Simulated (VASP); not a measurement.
Set up this calculation in VASP 6.6.1, as the native input.

| Item | Value |
| --- | --- |
| Task | relaxation of cell and atoms |
| Functional | RPBE |
| Potentials or basis | VASP PAW PBE potentials, release 64 (Al) |
| Cutoff | 600 eV |
| k mesh | 18 × 18 × 10 |
| Occupations | gaussian, width 0.1 eV |
| Spin | no spin polarisation |
| Further INCAR settings | ALGO = Normal; EDIFF = 1e-07; IBRION = 2; EDIFFG = -0.005; NSW = 90; ISIF = 3 |

The structure of Al lies in POSCAR:

```
Al
1.0
    2.8633495100      0.0000000000      0.0000000000
   -1.4316747500      2.4797334100      0.0000000000
    0.0000000000      0.0000000000      4.6758497400
Al
2
Direct
    0.3333333300      0.6666666700      0.2500000000
    0.6666666700      0.3333333300      0.7500000000
```

This isn't the form of Al at room conditions, which is fcc.

These files were run (other wordings do the same):

INCAR

```
SYSTEM = Al
PREC = Accurate ; ENCUT = 600
EDIFF = 1E-7 ; ISMEAR = 0
SIGMA = 0.1 ; LREAL = .False.
LASPH = .True. ; NELM = 100
ALGO = Normal ; ISIF = 3
LWAVE = .False. ; LCHARG = .False.
GGA = RP ; IBRION = 2
NSW = 90 ; EDIFFG = -0.005
```

KPOINTS

```
Automatic mesh
0
Gamma
  18 18 10
  0 0 0
```

Potentials or basis: VASP PAW PBE potentials, release 64 (Al).

Launch:

```sh
$ cat potpaw_PBE.64/Al/POTCAR > POTCAR
$ mpirun -np 1 vasp_std > vasp.out
```

It gave:

The relaxed volume is 16.92 Å³/atom. The relaxed cell is a = 2.884 Å, b = 2.884 Å, c = 4.696 Å, α = 90.00°, β = 90.00°, γ = 120.00° and the space group after relaxing (to 0.05 Å) is P6_3/mmc (No. 194). The energy gained by relaxing is 1.3 meV/atom, the ionic steps are 6 and the pressure after relaxing is 0.0 GPa. The band gap on the k mesh is none (metal or under the smearing width).

Caveat: the PAW data sets were made with another functional, which shifts forces and pressure a little.

It took 42 s on 1 thread of Intel(R) Xeon(R) 6975P-C (Granite Rapids), with other jobs on the host, peak memory 0.18 GiB.
